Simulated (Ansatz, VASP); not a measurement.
ZrB3: VASP beside Ansatz

```
Zr B
1.0
     3.42771    0.00000    0.00000
     0.00000    3.42771    0.00000
     0.00000    0.00000    3.42744
Zr B
1 3
Direct
  0.00000 0.00000 0.00000
  0.00000 0.50000 0.50000
  0.50000 0.00000 0.50000
  0.50000 0.50000 0.00000
```

Alike in both runs: functional PBE; k mesh 6 × 6 × 6; occupations gaussian, width 0.1 eV; no spin polarisation.

Ansatz relaxed the structure, and its values are those at the end. VASP's run is a single point on that final structure, the one shown.

|  | VASP | Ansatz |
| --- | --- | --- |
| version | VASP 6.6.1 | Ansatz 0.2.0 |
| potentials or method | VASP PAW PBE potentials, release 64 (Zr_sv, B) | scalar-relativistic, plane waves, PAW |
| plane-wave cutoff (eV) | 520 | 420 |
| valence electrons in the cell | 21 | 21 |

|  | VASP | Ansatz | Ansatz less VASP |
| --- | --- | --- | --- |
| gap on the k mesh at the Fermi level (eV) | none | none | - |
| pressure (GPa) | 0.1 | 0.0 | -0.08 |

A gap of «none» marks a metal or a gap that the smearing closes.
